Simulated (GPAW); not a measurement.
Runs of GPAW 26.7.0 on PtS2. The structure is trigonal, space group P-3m1 (No. 164). Conventional cell: a = 3.543 Å, b = 3.543 Å, c = 5.039 Å, α = 90.00°, β = 90.00°, γ = 120.00°. Around Pt (site symmetry -3m) lie 6 S at 2.34 Å. S (site symmetry 3m) is surrounded by 3 Pt at 2.34 Å. 

| task | level | potentials or basis | U | cell | k mesh | cutoff (eV) | smearing | maxiter | optimizer | fmax | max steps | target pressure | gap on the mesh (eV) | pressure (GPa) | largest force (eV/Å) |
| --- | --- | --- | --- | --- | --- | --- | --- | --- | --- | --- | --- | --- | --- | --- | --- |
| relaxation of cell and atoms | PBEsol | PAW data sets generated in the run's folder for this functional, pw | - | relaxed to 20 GPa | 6 × 6 × 4 | 600 | fermi-dirac 0.05 eV | 150 | BFGS | 0.02 eV/Å | 60 | 20 GPa | none | 20.0 | 0.01 |
| relaxation of cell and atoms | PBEsol | PAW data sets generated in the run's folder for this functional, pw | - | relaxed to 2 GPa | 6 × 6 × 4 | 600 | fermi-dirac 0.05 eV | 150 | BFGS | 0.02 eV/Å | 60 | 2 GPa | none | 2.0 | 0.01 |
| relaxation of cell and atoms | PBEsol | PAW data sets generated in the run's folder for this functional, pw | - | relaxed to 10 GPa | 6 × 6 × 4 | 600 | fermi-dirac 0.05 eV | 150 | BFGS | 0.02 eV/Å | 60 | 10 GPa | none | 9.9 | - |
| single point | PBE | GPAW PAW data sets (gpaw-data 1.2.1), pw | - | as given | 7 × 7 × 4 | 500 | fermi-dirac 0.05 eV | 120 | - | - | - | - | 0.81 | 11.7 | 1.29 |
| optical spectrum | PBE+U | GPAW PAW data sets (gpaw-data 1.2.1), pw | Pt d U = 2.0 eV | as given | 7 × 7 × 4 | 400 | fermi-dirac 0.001 eV | 150 | - | - | - | - | (a) | - | - |

Alike in all rows: no spin polarisation.

Q: Fill in the values left out.

A: (a) 0.77.

Caveats: later steps reuse the first step's grids (some runs); spin-orbit coupling is left out, which moves the levels of the heavy elements (some runs); the cutoff is short for stress and forces, so pressures can be off by a GPa or more (some runs); an odd mesh through Γ misses points on the zone boundary, where band edges often lie (some runs); with so narrow a direct gap the onset needs a denser k mesh (some runs); the long-wavelength limit can be off by several per cent where d states take part (some runs).

A k mesh can miss the band edges, and the runs leave out spin-orbit coupling on Pt.

A gap of «none» marks a metal or a gap under the smearing width.
